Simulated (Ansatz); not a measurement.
# Cu: a stretch of c alone

One table from this session's results is given with a row withheld; the runs are named, their logs left out.

Program: Ansatz 0.2.0. Level of theory: DFT PBEsol, scalar-relativistic, plane waves, PAW. These are calculated values, not measurements.

2 further runs of the same task are left out: 2 set aside as unsound or not needed.

### The structure to begin with

It takes space group I4/mmm (No. 139, tetragonal). Conventional cell: a = 2.890 Å, b = 2.890 Å, c = 2.720 Å, α = 90.00°, β = 90.00°, γ = 90.00°. Cu (site symmetry 4/mmm) is surrounded by 10 Cu at 2.45 to 2.72 Å.

As a file:

```
Cu
1.0
     2.89018    0.00000    0.00000
     0.00000    2.89018    0.00000
     0.00000    0.00000    2.72001
Cu
2
Direct
  0.00000 0.00000 0.00000
  0.50000 0.50000 0.50000
```

It goes back to an entry of the Materials Project, which need not be the stable form.

The unstrained cell comes from an earlier run at this level (2 atoms, E(σ→0) -13177.4699 eV, gap none (metal)).

The first run:

Input file input.yaml:

```yaml
crystal:
  lattice:
    - [2.8901834593, 0.0, 0.0]
    - [0.0, 2.8901834593, 0.0]
    - [0.0, 0.0, 2.6928142541]
  atoms:
    - { symbol: Cu, position: [0.0, 0.0, 0.0] }
    - { symbol: Cu, position: [0.5, 0.5, 0.5] }
basis:
  ecutwfc: 420
kpoints:
  mp_grid: { grid: [18, 18, 20] }
hamiltonian:
  xc: pbesol
scf:
  occupations: { method: gaussian, width: 0.1 }
output:
  forces: true
  stress: true
  eigenvalues: true
  write_density: true
  write_potential: true
  elf: true
  volumetric_format: npy
```

Launch:

```
ansatz run input.yaml --threads 1 --pin off --max-ram 2560MiB --backend cpu --events-out ev --progress --plain --runs-dir out
```

Steps of the session up to this table: Strain -1.0 %; The cell strained by +1.0 %; At -2.0 %; Strain +2.0 %; The cell strained by -3.0 %; Strain +3.0 %.

One table of the session follows, with a row left open; its other results are not shown here.

Lengths are those of the vectors of the cell that was run; stresses in GPa:

| strain (%) | ΔE (meV/atom) | c (Å) |
| --- | --- | --- |
| -3.0 | 6.2 | 2.638 |
| -2.0 | ? | ? |
| -1.0 | 0.6 | 2.693 |
| +0.0 | 0.0 | 2.720 |
| +1.0 | 0.7 | 2.747 |
| +2.0 | 2.7 | 2.774 |
| +3.0 | 5.8 | 2.802 |

**Question.** Estimate the row for strain (%) = -2.0.

Worked estimate for «ΔE (meV/atom)». A straight line through the neighbours (-3.0, 6.2) and (-1.0, 0.6) gives 6.2 + (0.6 − 6.2) × (-2.0 + 3.0) / (-1.0 + 3.0) = 3.4; a parabola fitted to 3 rows on both sides gives 2.7.

As computed: ΔE (meV/atom): 2.6; c (Å): 2.666. In «ΔE (meV/atom)» the line misses by +0.8 and the parabola by +0.1.

ΔE is over the unstrained cell. Stress in GPa, positive in compression, on the Cartesian axes of the input. 
